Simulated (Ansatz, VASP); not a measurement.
**KCl in VASP and in Ansatz**

File INCAR:

```
PREC = Accurate ; ENCUT = 520
EDIFF = 1E-7 ; ISMEAR = -1
SIGMA = 0.05 ; LREAL = False
LASPH = True ; NELM = 60
ALGO = Normal ; ISIF = 2
LWAVE = False ; LCHARG = False
GGA = PE ; NBANDS = 15
```

KPOINTS

```
Automatic mesh
0
Gamma
  7 7 7
```

Contents of POSCAR:

```
KCl
1.0
    3.7608230702      0.0000000000      0.0000000000
    0.0000000000      3.7608230702      0.0000000000
    0.0000000000      0.0000000000      3.7608230702
K Cl
1 1
Direct
    0.0000000000      0.0000000000      0.0000000000
    0.5000000000      0.5000000000      0.5000000000
```

File input.yaml:

```yaml
crystal:
  lattice:
    - [3.7608230702, 0.0, 0.0]
    - [0.0, 3.7608230702, 0.0]
    - [0.0, 0.0, 3.7608230702]
  atoms:
    - { symbol: K, position: [0.0, 0.0, 0.0] }
    - { symbol: Cl, position: [0.5, 0.5, 0.5] }
hamiltonian:
  xc: pbe
  pseudopotentials: { kind: paw }
kpoints:
  mp_grid: { grid: [7, 7, 7] }
scf:
  occupations: { method: fermi_dirac, width: 0.05 }
output:
  forces: true
  stress: true
  eigenvalues: true
  write_density: true
  write_potential: true
  elf: true
  volumetric_format: npy
```

Change from the starting cell: volume scaled by 0.94.

Alike in both runs: task single point; functional PBE; k mesh 7 × 7 × 7; occupations fermi-dirac, width 0.05 eV; no spin polarisation.

```csv
,VASP,Ansatz
version,VASP 6.6.1,Ansatz 0.2.0
potentials or method,"VASP PAW PBE potentials, release 64 (K_sv, Cl)",Ansatz PAW
plane-wave cutoff (eV),520,420
valence electrons in the cell,16,16
```

|  | VASP | Ansatz | Ansatz less VASP |
| --- | --- | --- | --- |
| gap on the k mesh at the Fermi level (eV) | 5.09 | 5.09 | +0.001 |
| least direct gap on the mesh (eV) | 5.28 | 5.28 | +0.001 |
| pressure (GPa) | 1.3 | 1.3 | -0.03 |

Caveats: an odd mesh through Γ misses points on the zone boundary, where band edges often lie (VASP); odd divisions of the mesh miss points on the zone boundary, where band edges often lie, so the gap on the mesh can be too wide (Ansatz).
